**Question.** Lead dioxide in the fluorite structure has 26 electrons per cell in this calculation, enough to fill 13 bands with two electrons each. The table lists levels in eV from the Fermi energy, the four nearest below it and the nearest one above it, at seven points of reciprocal space. Level point 1 is Γ, where the wave repeats unchanged from cell to cell; point 6 lies near X and point 7 near L.

GPAW 26.7.0, PBEsol with D4, PAW data sets and plane waves up to 800 eV, for PbO2 (Fm-3m, 3-atom cell, volume scaled by 1.04), without spin polarisation or spin–orbit coupling. The k mesh is 9×9×9, with Fermi–Dirac smearing of 0.05 eV. Levels are counted from the Fermi energy, and points are given in fractions of the reciprocal cell vectors.

| point a (reciprocal cell vector) | point b (reciprocal cell vector) | point c (reciprocal cell vector) | level point (row) | level under 4 (eV) | level under 3 (eV) | level under 2 (eV) | level under 1 (eV) | level over 1 (eV) |
| --- | --- | --- | --- | --- | --- | --- | --- | --- |
| 0.0000 | 0.0000 | 0.0000 | 1 | -1.917 | -1.147 | -1.147 | -1.147 | 6.704 |
| 0.1111 | 0.1111 | 0.0000 | 2 | -1.744 | -0.930 | -0.930 | -0.359 | 6.112 |
| 0.2222 | 0.1111 | 0.1111 | 3 | -2.366 | -1.759 | -1.546 | -0.804 | 0.401 |
| 0.2222 | 0.2222 | 0.0000 | 4 | -3.137 | -1.279 | -0.615 | -0.615 | 0.645 |
| 0.4444 | 0.2222 | 0.2222 | 5 | -2.659 | -2.517 | -1.309 | -0.441 | 1.754 |
| 0.4444 | 0.4444 | 0.0000 | 6 | -4.248 | -0.270 | -0.156 | -0.156 | 1.475 |
| 0.4444 | 0.4444 | 0.4444 | 7 | -2.635 | -2.635 | -1.360 | -1.360 | 2.305 |

Three readings are offered.

A. At Γ, "level under 1" and "level over 1" are almost 8 eV apart, so the oxide has a wide gap there.

B. An empty band made of Pb 6s and oxygen orbitals lies above the filled O 2p bands at each point, but dips at Γ below the height that the filled bands reach elsewhere.

C. At Γ the Pb 6s level has sunk below the top O 2p levels, and the filled and the empty band touch.

(a) Decide between them. (b) Explain why the fourteenth band climbs away from Γ, and estimate its energy at point 4 from its energy at point 6.

**Model answer to (a).** Reading A takes the Fermi energy for the border between band 13 and band 14. At points 3 to 7 that is correct: the first level above the Fermi energy belongs to band 14, which stands alone there, with the next level of the run, not listed here, several eV higher. At point 2 this band has passed below the Fermi energy, and at Γ it lies lower still. The 8 eV therefore separate band 14 from band 15, and they have no bearing on whether 13 filled bands leave a gap.

Reading B has part of the truth. Band 14 at Γ lies at −1.147 eV, while band 13 near X reaches −0.156 eV. The two bands thus overlap by at least about 1 eV, which is enough for a metal: electrons collect in band 14 around Γ and leave an equal number of holes at the top of band 13 elsewhere. At all listed points band 13 stays below the Fermi energy, so the holes must lie mainly at points that the table leaves out.

What B gets wrong is the order of the levels at Γ. A lead s orbital contributes one level, so an s band on top would show a single level there. The table has three equal levels at −1.147 eV, and band 14 is one of them. By the symmetry of the cubic crystal, the six O 2p bands form two such triplets at Γ, so the top level is an oxygen triplet. Lead 5d, O 2s and O 2p together supply 5 + 2 + 6 = 13 levels, yet 14 lie below the Fermi energy at Γ. The s level must be the extra one, at −1.917 eV or deeper.

Reading C therefore describes Γ, and the overlap from B completes it. Bands 12, 13 and 14 meet in the triplet, and 13 filled bands must stop in the middle of it. The threefold level is a result of the calculation; its assignment to oxygen rests on symmetry and on the usual chemistry of lead oxides.

**Model answer to (b).** Each oxygen sits at the centre of a tetrahedron of lead atoms. At Γ all Pb 6s orbitals have the same sign, so the positive and negative lobes of an O 2p orbital meet them equally and the coupling cancels. Away from Γ the lead orbitals differ in phase, the cancellation fails, and the s and p levels repel each other. The upper one is pushed up, and this is the climb of band 14.

Adding the phases of the Pb–O contacts gives a squared coupling $Wf$. Here $W$ is a constant in eV², and with $a$, $b$, $c$ for "point a", "point b" and "point c",

$$f=6-\cos2\pi a-\cos2\pi b-\cos2\pi c-\cos2\pi(a-b)-\cos2\pi(b-c)-\cos2\pi(a-c).$$

For an oxygen level $E_p$ and a lead level $E_s$, both kept at their values at Γ, the band energy $E$ obeys

$$(E-E_p)(E-E_s)=Wf.$$

Take $E_p=-1.147$ eV and, as the highest value allowed, $E_s=-1.917$ eV. Point 6 has $f=7.758$ and $E=1.475$ eV, so

$$W=\frac{(1.475+1.147)(1.475+1.917)}{7.758}\approx1.146\ \text{eV}^2.$$

Point 4 lies on the same line from Γ and has $f=3.305$. The midpoint of the two levels is −1.532 eV and half their distance is 0.385 eV, which gives

$$E=-1.532+\sqrt{0.385^2+1.146\times3.305}\approx0.45\ \text{eV}.$$

The table has 0.645 eV. Point 4 played no part in setting $W$, so the miss of 0.2 eV is a fair test, on a climb from Γ of about 1.8 eV.

**Remarks on the reasoning.** The shape of the climb speaks for strong mixing. Two simpler pictures are a free-electron parabola and a lone s band, whose energy rises in proportion to $f$. Let each curve start at the triplet and pass through the outermost point of its line, point 6 or point 5, and compare it with points 2, 3 and 4. The root-mean-square miss is 0.9 eV for the parabola, 0.6 eV for the lone s band and 0.1 eV for the two repelling levels; with the s level placed 1 eV deeper, the last becomes 0.2 eV. The simpler curves start too slowly, whereas two levels that lie close at Γ part quickly under a modest coupling. How deep the s level really lies, the table does not say, but it is probably below −1.917 eV. On the line to X a single level rises through −1.744, −1.279 and −0.270 eV, and traced back to Γ it ends near −1.917 eV. The lower partner of band 14 should sink along this line, so the level at −1.917 eV looks like oxygen, and the smallest miss owes something to a favourable choice of $E_s$.

This success does not establish the order of the levels. Exchanging $E_s$ and $E_p$ leaves the equation unchanged, so an s level above the oxygen level would give the same curve. The order follows from the count of equal levels at Γ, and an answer that claims it from the curve should lose marks.

The model also fails to carry over from one direction to another. The $W$ that reproduces point 7, near L, is about twice the one from point 6, near X. Band 14 is lower at point 6 than at points 5 and 7, although $f$ is largest there. The table hints at the reason. On the lines to X and L, a pair of equal levels cannot mix with the single s level, yet the upper pair lies at −0.156 eV near X and at −1.360 eV near L. Oxygen levels thus shift with direction even without lead s, while the model holds them fixed. That the level which does mix with lead sinks towards X, through contacts between oxygen atoms, is expected but not tested here.

The equation does show what a gap would require. Strengthening the coupling lifts band 14 away from Γ but leaves it tied to the triplet at Γ. The s level itself would have to rise through the triplet and then clear the top of band 13, at least about 1.8 eV in all if the other levels stayed put.

That distance should not be taken as a property of the real oxide. The cell was stretched by 4% in volume from its starting structure and is under strong tension, which should weaken the upward push that the deep O 2s levels still give the lead s level at Γ, and functionals of this kind tend to place empty bands too low. Spin–orbit coupling, left out here, would split the triplet into a single level and a pair, each counted without spin. In the usual order of p levels the pair lies on top, so bands 13 and 14 would still touch at Γ. The calculation explains how its own metal arises; whether nature agrees is a separate question.
